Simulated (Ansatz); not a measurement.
# ZnCu: elastic constants from stress and strain

```xyz
2
Lattice="2.9450 0.0000 0.0000 0.0000 2.9450 0.0000 0.0000 0.0000 2.9450" Properties=species:S:1:pos:R:3 pbc="T T T"
Zn    1.4725    1.4725    1.4725
Cu    0.0000    0.0000    0.0000
```

Atom numbers follow the list: Zn1, Cu2.

The cell is COD entry 9008814, as deposited and not checked against the literature; nothing was relaxed.

Method: Ansatz 0.2.0, DFT, PBE, all-electron LAPW, scalar-relativistic.

Numerical set-up: a Γ-centred 14×14×14 k mesh, Fermi–Dirac smearing of 0.05 eV, basis error target 0.5 meV/atom, no spin polarisation.

The unstrained cell is at 2.24 GPa. Large strains and very small stresses are left out. Each strain is applied once, with fractional coordinates held (clamped ions), and σ below is the change of stress, positive in tension. One finite strain gives stress–strain coefficients at this pressure with an error of the order of the strain times third-order constants, a few per cent for each per cent of strain. In a metal the k mesh adds noise of tens of per cent to soft shears.

Question: Estimate the stiffness probed by this change, and the stress that it gives: xy engineering shear strain of +4 %.

Answer: σxy = 3.93 GPa and γxy = 2εxy = 0.0400, so C44 (clamped ions) = σxy/γxy = 98 GPa.

Question: Estimate the stiffness probed by this change, and the stress that it gives: x and y strained by +1 %, z held.

Answer: σxx = 2.57 GPa, σzz = 2.03 GPa and εxx = εyy = 0.0100, so C12 = σzz/(2εxx) = 102 GPa and C11 + C12 = σxx/εxx = 257 GPa.

Question: What do those two numbers (x and y strained by +1 %, z held) give for C11, and is the cell stable to tetragonal shear?

Answer: C11 = 257 − 102 = 155 GPa and C11 − C12 = 53 GPa: positive, so stable to it.
